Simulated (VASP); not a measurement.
# SnSe (Pnma) in VASP: a series of runs

One crystal, SnSe, is run at these levels: LDA, PBE+D3(BJ); tasks: relaxation of cell and atoms.

Everything below comes from runs of VASP 6.6.1. Logs are shortened: lines on timing, memory, paths and dates and some standing lists are left out, and cuts for length are marked.

**1. The crystal as given**

The structure is orthorhombic, space group Pnma (No. 62). Conventional cell: a = 11.223 Å, b = 4.097 Å, c = 4.254 Å, α = 90.00°, β = 90.00°, γ = 90.00°. Around Sn (site symmetry m) lie 3 Se at 2.73 to 2.79 Å. Around Se (site symmetry m) lie 3 Sn at 2.73 to 2.79 Å.

**2. Relaxation of cell and atoms, LDA, target pressure 1.3 GPa, at which the enthalpy is minimised**

Contents of INCAR:

```
PREC = Accurate
ENCUT = 600
EDIFF = 1E-7
ISMEAR = 0
SIGMA = 0.03
LREAL = F
LASPH = T
NELM = 80
ALGO = Normal
ISIF = 3
LWAVE = F
LCHARG = F
IBRION = 2
NSW = 90
EDIFFG = -0.005
PSTRESS = 13.0
KPAR = 2
```

Contents of KPOINTS:

```
Automatic mesh
0
Gamma
  4 8 8
```

Contents of POSCAR:

```
SnSe                                    
1.0
   11.2228262021      0.0000000000      0.0000000000
    0.0000000000      4.0968353333      0.0000000000
    0.0000000000      0.0000000000      4.2539336356
  Sn              Se            
     4     4
Direct
     0.1163371874929401    0.2500000000000000    0.0843006882090426
     0.3836628125070599    0.7500000000000000    0.5843006882090426
     0.6163371874929403    0.2500000000000000    0.4156993117909574
     0.8836628125070597    0.7500000000000000    0.9156993117909574
     0.3585106330907819    0.2500000000000000    0.0236152917761677
     0.1414893669092182    0.7500000000000000    0.5236152917761677
     0.8585106330907816    0.2500000000000000    0.4763847082238323
     0.6414893669092184    0.7500000000000000    0.9763847082238323
```

Potentials or basis: VASP PAW LDA potentials, release 64 (Sn_d, Se).

The run is started by

```sh
> cat potpaw_LDA.64/Sn_d/POTCAR potpaw_LDA.64/Se/POTCAR > POTCAR
> mpirun -np 2 vasp_std > vasp.out
```

OUTCAR:

```text
PREC = Accurate
   ENCUT = 600
   EDIFF = 1E-7
   ISMEAR = 0
   LREAL = F
   LASPH = T
   NELM = 80
   ISIF = 3
   IBRION = 2
   NSW = 90
   EDIFFG = -0.005
   PSTRESS = 13.0

 ion  position               nearest neighbor table
   1  0.116  0.250  0.084-   5 2.73   6 2.79   6 2.79   6 3.16   6 3.16   4 3.40   4 3.40
   2  0.384  0.750  0.584-   6 2.73   5 2.79   5 2.79   5 3.16   5 3.16   3 3.40   3 3.40
   3  0.616  0.250  0.416-   7 2.73   8 2.79   8 2.79   8 3.16   8 3.16   2 3.40   2 3.40
   4  0.884  0.750  0.916-   8 2.73   7 2.79   7 2.79   7 3.16   7 3.16   1 3.40   1 3.40
   5  0.359  0.250  0.024-   1 2.73   2 2.79   2 2.79   2 3.16   2 3.16
   6  0.141  0.750  0.524-   2 2.73   1 2.79   1 2.79   1 3.16   1 3.16
   7  0.859  0.250  0.476-   3 2.73   4 2.79   4 2.79   4 3.16   4 3.16
   8  0.641  0.750  0.976-   4 2.73   3 2.79   3 2.79   3 3.16   3 3.16

  LATTYP: Found a simple orthorhombic cell.
 ALAT       =     4.0968353333
 B/A-ratio  =     1.0383462574
 C/A-ratio  =     2.7393891355

  Lattice vectors:

 A1 = (   0.0000000000,   4.0968353333,   0.0000000000)
 A2 = (   0.0000000000,   0.0000000000,   4.2539336356)
 A3 = (  11.2228262021,   0.0000000000,   0.0000000000)

Analysis of symmetry for initial positions (statically):
=====================================================================
 Subroutine PRICEL returns:
 Original cell was already a primitive cell.

 Routine SETGRP: Setting up the symmetry group for a
 simple orthorhombic supercell.

 Subroutine GETGRP returns: Found  8 space group operations
 (whereof  2 operations were pure point group operations)
 out of a pool of  8 trial point group operations.

The static configuration has the point symmetry S_2 .
 The point group associated with its full space group is D_2h.

Analysis of symmetry for dynamics (positions and initial velocities):
=====================================================================
 Subroutine PRICEL returns:
 Original cell was already a primitive cell.

 Routine SETGRP: Setting up the symmetry group for a
 simple orthorhombic supercell.

 Subroutine GETGRP returns: Found  8 space group operations
 (whereof  2 operations were pure point group operations)
 out of a pool of  8 trial point group operations.

[... 186 lines left out ...]
 -----------------------------------------------------------------------------------
      1.30563      1.02421      0.35861         0.002104      0.000000      0.000122
      4.30578      3.07263      2.48558        -0.002104     -0.000000      0.000122
      6.91705      1.02421      1.76836         0.002104      0.000000     -0.000122
      9.91719      3.07263      3.89532        -0.002104     -0.000000     -0.000122
      4.02350      1.02421      0.10046        -0.003220      0.000000     -0.003580
      1.58791      3.07263      2.22742         0.003220     -0.000000     -0.003580
      9.63492      1.02421      2.02651        -0.003220      0.000000      0.003580
      7.19932      3.07263      4.15348         0.003220      0.000000      0.003580
 -----------------------------------------------------------------------------------
    total drift:                               -0.000000     -0.000000      0.000000

  FREE ENERGIE OF THE ION-ELECTRON SYSTEM (eV)
  ---------------------------------------------------
  free  energy   TOTEN  =       -37.9990240494 eV

  energy  without entropy=      -37.9990240494  energy(sigma->0) =      -37.99902405

  enthalpy is  TOTEN    =       -36.4120339181 eV   P V=        1.5869901313

--------------------------------------- Ionic step        2  -------------------------------------------

 number of electron      80.0000016 magnetization

 Free energy of the ion-electron system (eV)
  ---------------------------------------------------
  ext. energy  EPLUGINS =         0.00000000
  ---------------------------------------------------
  free energy    TOTEN  =       -37.99824031 eV

  energy without entropy =      -37.99824031  energy(sigma->0) =      -37.99824031

 E-fermi :   6.5642     XC(G=0): -10.4034

 val. band max:        6.4013774595   @ k =   0.0000   0.0000   0.3750
 cond. band min:       6.6867854047   @ k =   0.0000   0.0000   0.1250
 fundamental gap:      0.2854079452
 Fermi energy:         6.5641771982

 k-point     1 :       0.0000    0.0000    0.0000
  band No.  band energies     occupation
      1     -14.9959      2.00000
      2     -14.9730      2.00000
      3     -14.9726      2.00000
      4     -14.9700      2.00000
      5     -14.9649      2.00000
      6     -14.9631      2.00000
[... 1213 lines left out ...]
     47       9.6290      0.00000
     48       9.6290      0.00000

 [... further k-points ...]

------------------------ aborting loop because EDIFF is reached ----------------------------------------

  FORCE on cell =-STRESS in cart. coord.  units (eV):
  Direction    XX          YY          ZZ          XY          YZ          ZX
  --------------------------------------------------------------------------------------
  -------------------------------------------------------------------------------------
  Total        1.6071795      1.6032058      1.6160323      0.0000000      0.0000000      0.0000000
  in kB       13.1720005     13.1394332     13.2445555      0.0000000      0.0000000      0.0000000
  external PRESSURE =       0.1853297 kB  Pullay stress =      13.0000000 kB

 VOLUME and BASIS-vectors are now :
 -----------------------------------------------------------------------------
  energy-cutoff  :      600.00
  volume of cell :      195.49
      direct lattice vectors                 reciprocal lattice vectors
    11.217635732  0.000000000  0.000000000     0.089145344  0.000000000  0.000000000
     0.000000000  4.096593310  0.000000000     0.000000000  0.244105266  0.000000000
     0.000000000  0.000000000  4.254015336     0.000000000  0.000000000  0.235072025

 POSITION                                       TOTAL-FORCE (eV/Angst)
 -----------------------------------------------------------------------------------
      1.30513      1.02415      0.35862        -0.002985     -0.000000     -0.000662
      4.30369      3.07244      2.48563         0.002985     -0.000000     -0.000662
      6.91395      1.02415      1.76839        -0.002985     -0.000000      0.000662
      9.91251      3.07244      3.89539         0.002985      0.000000      0.000662
      4.02149      1.02415      0.10029         0.002000      0.000000     -0.003537
      1.58733      3.07244      2.22729        -0.002000      0.000000     -0.003537
      9.63030      1.02415      2.02672         0.002000      0.000000      0.003537
      7.19615      3.07244      4.15373        -0.002000     -0.000000      0.003537
 -----------------------------------------------------------------------------------
    total drift:                               -0.000000     -0.000000      0.000000

  FREE ENERGIE OF THE ION-ELECTRON SYSTEM (eV)
  ---------------------------------------------------
  free  energy   TOTEN  =       -37.9982403085 eV

  energy  without entropy=      -37.9982403085  energy(sigma->0) =      -37.99824031

  enthalpy is  TOTEN    =       -36.4120473937 eV   P V=        1.5861929148

 reached required accuracy - stopping structural energy minimisation
```

OSZICAR:

```text
N       E                     dE             d eps       ncg     rms          rms(c)
DAV:   1     0.937073402867E+03    0.93707E+03   -0.40210E+04  7856   0.243E+03
[... 14 lines left out ...]
       N       E                     dE             d eps       ncg     rms          rms(c)
DAV:   1    -0.379984740414E+02    0.55001E-03   -0.67551E-03  9136   0.689E-01    0.871E-02
DAV:   2    -0.379983028979E+02    0.17114E-03   -0.53457E-04  8928   0.247E-01    0.417E-02
DAV:   3    -0.379982421602E+02    0.60738E-04   -0.17349E-04  9368   0.122E-01    0.112E-02
DAV:   4    -0.379982408072E+02    0.13530E-05   -0.27199E-05  8112   0.395E-02    0.445E-03
DAV:   5    -0.379982403019E+02    0.50534E-06   -0.17815E-06  9952   0.992E-03    0.189E-03
DAV:   6    -0.379982403085E+02   -0.66084E-08   -0.44966E-07  6776   0.586E-03
   2 F= -.36412047E+02 E0= -.36412047E+02  d E =-.134756E-04
```

Run time: 10 min. Hardware: 2 MPI ranks of Intel Xeon Platinum 8259CL at 2.50GHz (Skylake/Cascade Lake), shared host; peak memory 0.72 GiB.

Results:

```yaml
Free_energy: -37.9982 eV
Relaxed_volume: 24.44 Å³/atom
Relaxed_cell: a = 11.218 Å, b = 4.097 Å, c = 4.254 Å, α = 90.00°, β = 90.00°, γ = 90.00°
Space_group_after_relaxing_to_0.05_Å: Pnma (No. 62)
Energy_change_on_relaxing_the_enthalpy_is_what_falls: +0.1 meV/atom
Ionic_steps: 2
Pressure_after_relaxing: 1.3 GPa
Largest_force_after_relaxing: 0.004 eV/Å
Band_gap_on_the_k_mesh: 0.29 eV, indirect (least direct gap 0.69 eV)
```

Forces in eV/Å, atoms in the order of the input:
```
Sn  -0.003  0.000 -0.001
Sn   0.003  0.000 -0.001
Sn  -0.003  0.000  0.001
Sn   0.003  0.000  0.001
Se   0.002  0.000 -0.004
Se  -0.002  0.000 -0.004
Se   0.002  0.000  0.004
Se  -0.002  0.000  0.004
```

The path:
```tsv
step	energy change (eV)	largest force (eV/Å)	pressure (GPa)	volume (Å³)
1	0.0000	0.0048	1.28	195.59
2	0.0008	0.0041	1.32	195.49
```

Final structure:
```
Sn Se
1.0
    11.21764    0.00000    0.00000
     0.00000    4.09659    0.00000
     0.00000    0.00000    4.25402
Sn Se
4 4
Cartesian
  1.3051 1.0241 0.3586
  4.3037 3.0724 2.4856
  6.9139 1.0241 1.7684
  9.9125 3.0724 3.8954
  4.0215 1.0241 0.1003
  1.5873 3.0724 2.2273
  9.6303 1.0241 2.0267
  7.1961 3.0724 4.1537
```

Caveat: the cell is relaxed towards a set pressure, so the enthalpy falls and the energy may rise; spin-orbit coupling is left out, which moves the levels of the heavy elements. A k mesh can miss the band edges.

**3. Relaxation of cell and atoms, PBE+D3(BJ)**

This run uses another cell than the first one, of 26.68 Å³/atom, 1.091 times its volume.

Contents of INCAR:

```
SYSTEM = SnSe
PREC = Accurate
ENCUT = 600
EDIFF = 1E-6
ISMEAR = 0
SIGMA = 0.03
LREAL = .False.
LASPH = .True.
NELM = 80
ALGO = Normal
ISIF = 3
LWAVE = .False.
LCHARG = .False.
GGA = PE
IVDW = 12
IBRION = 2
NSW = 90
EDIFFG = -0.01
KPAR = 2
```

Contents of KPOINTS:

```
regular mesh
0
Gamma
  4 8 8
  0 0 0
```

Contents of POSCAR:

```
SnSe
1.0
   11.4200000000      0.0000000000      0.0000000000
    0.0000000000      4.1900000000      0.0000000000
    0.0000000000      0.0000000000      4.4600000000
Sn Se
4 4
Direct
    0.1230000000      0.2500000000      0.0910000000
    0.3770000000      0.7500000000      0.5910000000
    0.6230000000      0.2500000000      0.4090000000
    0.8770000000      0.7500000000      0.9090000000
    0.3570000000      0.2500000000      0.0160000000
    0.1430000000      0.7500000000      0.5160000000
    0.8570000000      0.2500000000      0.4840000000
    0.6430000000      0.7500000000      0.9840000000
```

Potentials or basis: VASP PAW PBE potentials, release 64 (Sn_d, Se).

The run is started by

```sh
> cat potpaw_PBE.64/Sn_d/POTCAR potpaw_PBE.64/Se/POTCAR > POTCAR
> mpirun -np 2 vasp_std > vasp.out
```

Run time: 40 min. Hardware: 2 MPI ranks of Intel Xeon 6975P-C (Granite Rapids), shared host; peak memory 0.88 GiB.

Results (log left out):

```
Free energy                            : -35.7314 eV
Relaxed volume                         : 26.23 Å³/atom
Relaxed cell                           : a = 11.495 Å, b = 4.177 Å, c = 4.370 Å, α = 90.00°, β = 90.00°, γ = 90.00°
Space group after relaxing (to 0.05 Å) : Pnma (No. 62)
Energy gained by relaxing              : 7.1 meV/atom
Ionic steps                            : 18
Pressure after relaxing                : 0.0 GPa
Largest force after relaxing           : 0.009 eV/Å
Band gap on the k mesh                 : 0.53 eV, indirect (least direct gap 0.81 eV)
Dispersion energy per atom             : -0.369 eV
```

Forces on the atoms (eV/Å):
```
Sn  -0.007  0.000  0.006
Sn   0.007  0.000  0.006
Sn  -0.007  0.000 -0.006
Sn   0.007  0.000 -0.006
Se   0.001  0.000  0.002
Se  -0.001  0.000  0.002
Se   0.001  0.000 -0.002
Se  -0.001  0.000 -0.002
```

The path:
| step | energy change (eV) | largest force (eV/Å) | pressure (GPa) | volume (Å³) |
| --- | --- | --- | --- | --- |
| 1 | 0.0000 | 0.3326 | 0.24 | 213.41 |
| 2 | -0.0384 | 0.0662 | -0.48 | 214.60 |
| 3 | -0.0388 | 0.0889 | -0.43 | 214.48 |
| 4 | -0.0446 | 0.1063 | -0.05 | 212.42 |
| 5 | -0.0459 | 0.1207 | 0.23 | 210.93 |
| 6 | -0.0504 | 0.0911 | 0.19 | 210.47 |
| 7 | -0.0554 | 0.0199 | 0.08 | 209.10 |
| 8 | -0.0555 | 0.0183 | 0.08 | 209.27 |
| 9 | -0.0559 | 0.0287 | -0.01 | 209.72 |
| 10 | -0.0559 | 0.0332 | -0.07 | 209.91 |
| 11 | -0.0559 | 0.0314 | -0.05 | 209.84 |
| 12 | -0.0562 | 0.0247 | -0.04 | 209.83 |
| 13 | -0.0564 | 0.0174 | -0.01 | 209.83 |
| 14 | -0.0563 | 0.0160 | 0.04 | 209.82 |
| 15 | -0.0564 | 0.0144 | 0.01 | 209.83 |
| 16 | -0.0565 | 0.0110 | -0.01 | 209.88 |
| 17 | -0.0565 | 0.0102 | -0.01 | 209.88 |
| 18 | -0.0566 | 0.0091 | -0.01 | 209.84 |

Final structure:
```xyz
8
Lattice="11.4951 0.0000 0.0000 0.0000 4.1770 0.0000 0.0000 0.0000 4.3704" Properties=species:S:1:pos:R:3 pbc="T T T"
Sn    1.3605    1.0443    0.3900
Sn    4.3871    3.1328    2.5752
Sn    7.1080    1.0443    1.7952
Sn   10.1346    3.1328    3.9804
Se    4.1075    1.0443    0.0897
Se    1.6401    3.1328    2.2748
Se    9.8550    1.0443    2.0955
Se    7.3877    3.1328    4.2807
```

Levels at points of the mesh, in eV from the valence-band top:
| k point | band 38 | band 39 | band 40 | band 41 | band 42 | band 43 |
| --- | --- | --- | --- | --- | --- | --- |
| (0.00, 0.00, 0.00) | -1.34 | -0.73 | -0.59 | 0.53 | 3.00 | 3.15 |
| (0.50, 0.00, 0.00) | -1.94 | -0.61 | -0.61 | 2.55 | 2.55 | 2.79 |
| (0.00, 0.50, 0.00) | -1.02 | -0.63 | -0.63 | 0.92 | 0.92 | 1.39 |
| (0.50, 0.50, 0.00) | -0.91 | -0.91 | -0.91 | 1.41 | 1.41 | 1.41 |
| (0.00, 0.00, 0.50) | -0.78 | -0.27 | -0.27 | 1.21 | 1.21 | 1.41 |
| (0.50, 0.00, 0.50) | -0.46 | -0.24 | -0.24 | 1.15 | 1.15 | 1.47 |
| (0.00, 0.50, 0.50) | -2.34 | -1.56 | -1.56 | 2.62 | 2.62 | 3.00 |
| (0.50, 0.50, 0.50) | -1.62 | -1.62 | -1.62 | 2.40 | 2.40 | 2.40 |

Caveat: spin-orbit coupling is left out, which moves the levels of the heavy elements. A k mesh can miss the band edges.
